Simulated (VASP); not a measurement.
A run of VASP 6.6.1 is set up as follows.

POSCAR

```
PtS2
1.0
    1.7480335842      1.0092276604      5.5641376776
   -1.7480335842      1.0092276604      5.5641376776
    0.0000000000     -2.0184553208      5.5641376776
Pt S
1 2
Direct
    0.0000000000      0.0000000000      0.0000000000
    0.2577898882      0.2577898882      0.2577898882
    0.7422101118      0.7422101118      0.7422101118
```

INCAR.step1

```
SYSTEM = PtS2
PREC     = Accurate       ! precision mode
ENCUT    = 520            ! plane-wave cutoff, eV
ISMEAR   = 0              ! smearing method
SIGMA    = 0.01           ! smearing width, eV
LREAL    = .False.        ! projectors in reciprocal space
LASPH    = .True.         ! aspherical terms in the spheres
NELM     = 100            ! most SCF steps
NBANDS   = 18             ! bands
GGA      = PE             ! functional
ALGO     = Normal         ! electronic algorithm
EDIFF    = 1E-4           ! SCF threshold, eV
LWAVE    = .True.         ! write WAVECAR
LCHARG   = .False.        ! write CHGCAR
```

Contents of INCAR.step2:

```
SYSTEM = PtS2
PREC     = Accurate       ! precision mode
ENCUT    = 520            ! plane-wave cutoff, eV
EDIFF    = 1E-6           ! SCF threshold, eV
ISMEAR   = 0              ! smearing method
SIGMA    = 0.01           ! smearing width, eV
LREAL    = .False.        ! projectors in reciprocal space
LASPH    = .True.         ! aspherical terms in the spheres
NELM     = 100            ! most SCF steps
ALGO     = Normal         ! electronic algorithm
ISIF     = 2              ! what is computed and relaxed
LWAVE    = .False.        ! write WAVECAR
LCHARG   = .False.        ! write CHGCAR
METAGGA  = R2SCAN         ! meta-GGA
LMIXTAU  = .True.       
NBANDS   = 18             ! bands
ISTART   = 1
```

Contents of KPOINTS:

```
Automatic mesh
0
Gamma
  8 8 8
  0 0 0
```

Potentials or basis: VASP PAW PBE potentials, release 64 (Pt, S).

Launch:

```console
$ cat potpaw_PBE.64/Pt/POTCAR potpaw_PBE.64/S/POTCAR > POTCAR
$ cp INCAR.step1 INCAR
$ mpirun -np 1 vasp_std > vasp.out
$ cp INCAR.step2 INCAR
$ mpirun -np 1 vasp_std > vasp.out
```

**Question.** What does it give for the largest force?

**Answer.** 0.045 eV/Å.

**Question.** What does it give for the band gap on the k mesh?

**Answer.** 1.22 eV, indirect (least direct gap 1.44 eV).

Stress tensor (GPa, compression positive):
```
3.30 0.00 0.00
0.00 3.30 0.00
0.00 0.00 1.10
```

Caveat: the PAW data sets were made with another functional, which shifts forces and pressure a little; spin-orbit coupling is left out, which moves the levels of the heavy elements. A k mesh can miss the band edges.
